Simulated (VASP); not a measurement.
Set up this calculation in VASP 6.6.1, as the native input.

- Task: single point
- Functional: PBE
- Potentials or basis: VASP PAW PBE potentials, release 64 (W_sv)
- Cutoff: 520 eV
- k mesh: 20 × 20 × 20
- Occupations: gaussian, width 0.15 eV
- Spin: no spin polarisation
- Dipole correction: no
- Further INCAR settings: ALGO = Fast; EDIFF = 1e-06; NBANDS = 13

The structure of W lies in POSCAR:

```
W
1.0
    0.0000000000      2.0300000000      1.9894000000
    2.0300000000      0.0000000000      1.9894000000
    2.0300000000      2.0300000000      0.0000000000
W
1
Direct
    0.0000000000      0.0000000000      0.0000000000
```

This isn't the form of W at room conditions, which is bcc.

The cell isn't the ideal one: strain -0.0200 x Voigt [0, 0, 1, 0, 0, 0], atoms carried along.

One way to write it, as run:

INCAR

```
SYSTEM = W
ALGO = Fast
EDIFF = 1E-6
ENCUT = 520
GGA = PE
ISIF = 2
ISMEAR = 0
LASPH = .TRUE.
LCHARG = .TRUE.
LELF = .TRUE.
LREAL = .FALSE.
LVHAR = .TRUE.
LWAVE = .FALSE.
NBANDS = 13
NELM = 100
PREC = Accurate
SIGMA = 0.15
```

KPOINTS

```
k-points
0
G
  20 20 20
  0 0 0
```

Potentials or basis: VASP PAW PBE potentials, release 64 (W_sv).

Run with:

```console
$ cat potpaw_PBE.64/W_sv/POTCAR > POTCAR
$ mpirun -np 1 vasp_std > vasp.out
```

Results of the run:

The pressure is 1.3 GPa and the band gap on the k mesh is none (metal or under the smearing width).

It took 79 s on 1 thread of AMD EPYC 9R45 96-Core Processor (Zen 5) (shared host), peak memory 0.21 GiB.
